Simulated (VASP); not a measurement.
PtSe:

```
Pt Se
1.0
     0.00000    3.03745    3.03745
     3.03745    0.00000    3.03745
     3.03745    3.03745    0.00000
Pt Se
1 1
Direct
  0.00000 0.00000 0.00000
  0.25000 0.25000 0.25000
```

The cell comes from a database or a generator and needn't be the stable form of this composition.

Base run:

* Program: VASP 6.6.1
* Functional: r2SCAN
* Potentials or basis: VASP PAW PBE potentials, release 64 (Pt, Se)
* Cutoff: 520 eV
* k mesh: 5 × 5 × 5
* Occupations: gaussian, width 0.05 eV
* Spin: collinear spin, ferromagnetic start
* Starting moments: [0.5, 0.0] μB
* Hubbard terms: Pt d U = 4 eV

Its results: band gap on the k mesh none (metal or under the smearing width); pressure -13.7 GPa; net moment 0.90 μB per cell; site moments Pt +0.57; Se +0.20 μB.

**Question.** The run is repeated on the same cell with these changes: functional from r2SCAN to PBE. What comes out?

**Answer.** Band gap on the k mesh none (metal or under the smearing width); pressure -11.9 GPa; net moment 0.09 μB per cell; site moments Pt +0.06; Se +0.02 μB.

Caveats: the PAW data sets were made with another functional, which shifts forces and pressure a little (some runs).

Not every run made on this cell is shown here.
